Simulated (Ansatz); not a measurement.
# PbS: how the settings move a single-point run

Question: which choices in the input matter for PbS? The cell is built on a prototype (CsCl type) and needn't be the phase found in nature.

Program: Ansatz 0.2.0. Level of theory: reference: DFT, r2SCAN, plane waves, PAW. These are calculated values, not measurements.

3 further runs of the same task are left out: 1 for a known fault of the program, 2 that didn't finish. Runs told in other sessions of the task aren't counted.

**1. Starting point**

It takes space group Pm-3m (No. 221, cubic). The conventional cell has a = 3.635 Å, b = 3.635 Å, c = 3.635 Å, α = 90.00°, β = 90.00°, γ = 90.00°. Pb (site symmetry m-3m) has 8 S at 3.15 Å in its first shell of neighbours. S (site symmetry m-3m) has 8 Pb at 3.15 Å in its first shell of neighbours.

As a file:

```
Pb S
1.0
     3.63513    0.00000    0.00000
     0.00000    3.63513    0.00000
     0.00000    0.00000    3.63513
Pb S
1 1
Direct
  0.00000 0.00000 0.00000
  0.50000 0.50000 0.50000
```

**2. The reference run**

input.yaml reads:

```yaml
crystal:
  lattice:
    - [3.6351320118, 0.0, 0.0]
    - [0.0, 3.6351320118, 0.0]
    - [0.0, 0.0, 3.6351320118]
  atoms:
    - { symbol: Pb, position: [0.0, 0.0, 0.0] }
    - { symbol: S, position: [0.5, 0.5, 0.5] }
kpoints:
  mp_grid: { grid: [6, 6, 6] }
hamiltonian:
  xc: r2scan
scf:
  occupations: { method: fermi_dirac, width: 0.02 }
  n_extra_bands: 4
output:
  forces: true
  stress: true
  eigenvalues: true
```

On the command line:

```sh
$ ansatz run input.yaml --threads 4 --pin off --max-ram 3686MiB --backend cpu --events-out ev --progress --plain --runs-dir out
```

**3. Changed: dispersion rvv10**

input.yaml, as its differences from that of step 2:

```diff
@@ -12,2 +12,3 @@
   xc: r2scan
+  dispersion: rvv10
 scf:
```

**4. A run with other settings**

input.yaml, as its differences from that of step 2:

```diff
@@ -15,2 +15,3 @@
   n_extra_bands: 4
+  max_iter: 58
 output:
@@ -19 +20,4 @@
   eigenvalues: true
+magnetization:
+  spin_polarized: true
+  initial_magnetization: 0.5
```

**6. A run with other settings**

input.yaml, as its differences from that of step 2:

```diff
@@ -15,2 +15,4 @@
   n_extra_bands: 4
+  convergence: { dr2_threshold: 0.0001 }
+  max_iter: 78
 output:
```

**8. Changed: occupations.method gaussian, occupations.width 0.2**

input.yaml, as its differences from that of step 2:

```diff
@@ -13,3 +13,3 @@
 scf:
-  occupations: { method: fermi_dirac, width: 0.02 }
+  occupations: { method: gaussian, width: 0.2 }
   n_extra_bands: 4
```

**9. Variant: mp_grid.grid [8, 8, 1]**

input.yaml, as its differences from that of step 2:

```diff
@@ -9,3 +9,3 @@
 kpoints:
-  mp_grid: { grid: [6, 6, 6] }
+  mp_grid: { grid: [8, 8, 1] }
 hamiltonian:
```

(Steps that only read results are left out.)

Q: Predict the outcome of this session. Wanted: for each run, ending; energy change; pressure; gap; force.

As calculated:

```tsv
run	ending	energy change	pressure (GPa)	gap (eV)	force (eV/Å)	cycles	time
reference	converged	0	0.0	0.00	0.00	6	1.6 s
1: dispersion rvv10	converged	+1.89 eV/atom (offset of the dispersion model)	-1.1	0.00	0.00	6	2.4 s
2: spin_polarized true, initial_magnetization 0.5	converged	0.0 meV/atom	0.0	0.00	0.00	15	4.5 s
3: dr2_threshold 0.0001	converged	0.0 meV/atom	0.0	0.00	0.00	6	1.7 s
4: occupations.method gaussian, occupations.width 0.2	converged	-0.7 meV/atom (σ→0)	0.0	0.00	0.00	6	1.6 s
5: mp_grid.grid [8, 8, 1]	converged	+827.4 meV/atom	5.2	0.59	0.00	7	1.5 s
```

Residual by cycle in the longest SCF loop of each run; runs are numbered as in the table. The quantity is the density residual dr2, in eV.

```tsv
cycle	reference	run 1	run 2	run 3	run 4	run 5
1	0.0256	0.0179	1.49	0.0256	0.0261	0.44
2	0.00189	0.00159	0.351	0.00189	0.00197	0.0637
4	3.9e-5	3.9e-5	0.016	3.9e-5	4.0e-5	0.00131
5	5.3e-7	4.1e-7	4.6e-4	5.3e-7	5.2e-7	4.1e-5
6	1.2e-8	1.4e-8	5.5e-4	1.1e-8	1.9e-8	3.3e-7
7	-	-	4.9e-5	-	-	7.0e-9
9	-	-	2.3e-6	-	-	-
10	-	-	3.6e-7	-	-	-
11	-	-	1.2e-8	-	-	-
12	-	-	1.7e-9	-	-	-
14	-	-	7.2e-12	-	-	-
15	-	-	1.9e-12	-	-	-
```

What this shows: Semilocal functionals close small gaps, and spin-orbit coupling, left out here, moves these band edges, so the missing gap need not be the real solid's. Of the variants the dearest is «spin_polarized true, initial_magnetization 0.5» (4.5 s), the cheapest «mp_grid.grid [8, 8, 1]» (1.5 s), on a shared host.
